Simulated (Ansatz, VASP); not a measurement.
## Li2S: VASP beside Ansatz

File POSCAR:

```
Li2S
1.0
    0.0000000000      2.8540000000      2.8540000000
    2.8540000000      0.0000000000      2.8540000000
    2.8540000000      2.8540000000      0.0000000000
Li S
2 1
Direct
    0.2500000000      0.2500000000      0.2500000000
    0.7500000000      0.7500000000      0.7500000000
    0.0000000000      0.0000000000      0.0000000000
```

File INCAR.step1:

```
PREC = Accurate
ENCUT = 600
ISMEAR = 0
SIGMA = 0.02
LREAL = False
LASPH = True
NELM = 100
GGA = PE
ALGO = Normal
EDIFF = 1E-4
LWAVE = True
LCHARG = False
```

INCAR.step2

```
PREC = Accurate
ENCUT = 600
EDIFF = 1E-7
ISMEAR = 0
SIGMA = 0.02
LREAL = False
LASPH = True
NELM = 100
ALGO = Normal
ISIF = 3
LWAVE = False
LCHARG = False
METAGGA = R2SCAN
LMIXTAU = True
IBRION = 2
NSW = 100
EDIFFG = -0.005
ISTART = 1
```

The input KPOINTS:

```
regular mesh
0
Gamma
  8 8 8
```

Input for Ansatz:

```yaml
crystal:
  lattice:
    - [0.0, 2.854, 2.854]
    - [2.854, 0.0, 2.854]
    - [2.854, 2.854, 0.0]
  atoms:
    - { symbol: Li, position: [0.25, 0.25, 0.25] }
    - { symbol: Li, position: [0.75, 0.75, 0.75] }
    - { symbol: S, position: [0.0, 0.0, 0.0] }
basis:
  ecutwfc: 520.0
kpoints:
  mp_grid: { grid: [8, 8, 8] }
hamiltonian:
  xc: r2scan
scf:
  occupations: { method: gaussian, width: 0.02 }
output:
  forces: true
  stress: true
  eigenvalues: true
relax:
  adjacent_minimum: "off"
  f_tol: 0.005
  max_steps: 80
  cell: { stress_tol: 0.05 }
```

Alike in both runs: task relaxation of cell and atoms; functional r2SCAN; k mesh 8 × 8 × 8; occupations gaussian, width 0.02 eV; no spin polarisation.

|  | VASP | Ansatz |
| --- | --- | --- |
| version | VASP 6.6.1 | Ansatz 0.2.0 |
| potentials or method | VASP PAW PBE potentials, release 64 (Li_sv, S) | scalar-relativistic, plane waves, PAW |
| plane-wave cutoff (eV) | 600 | 520 |
| valence electrons in the cell | 12 | 12 |

Ansatz gave:

- gap on the k mesh at the Fermi level, each at its own relaxed structure (eV): 3.87
- relaxed volume (Å³/atom): 15.36
- relaxed cell length with the largest relative difference (Å): 4.024

Q: What did VASP give for the same quantities?

A: gap on the k mesh at the Fermi level, each at its own relaxed structure (eV): 3.85; relaxed volume (Å³/atom): 15.30; relaxed cell length with the largest relative difference (Å): 4.019.

Caveats: the cutoff is under 1.25 times the usual one of these potentials, so pressure, stress and relaxed cells hold a basis-set (Pulay) error (VASP); the PAW data sets were made with another functional, which shifts forces and pressure a little (VASP). r2SCAN opens gaps a little over a GGA but as a rule still falls short of measured ones. A k mesh can miss the band edges.
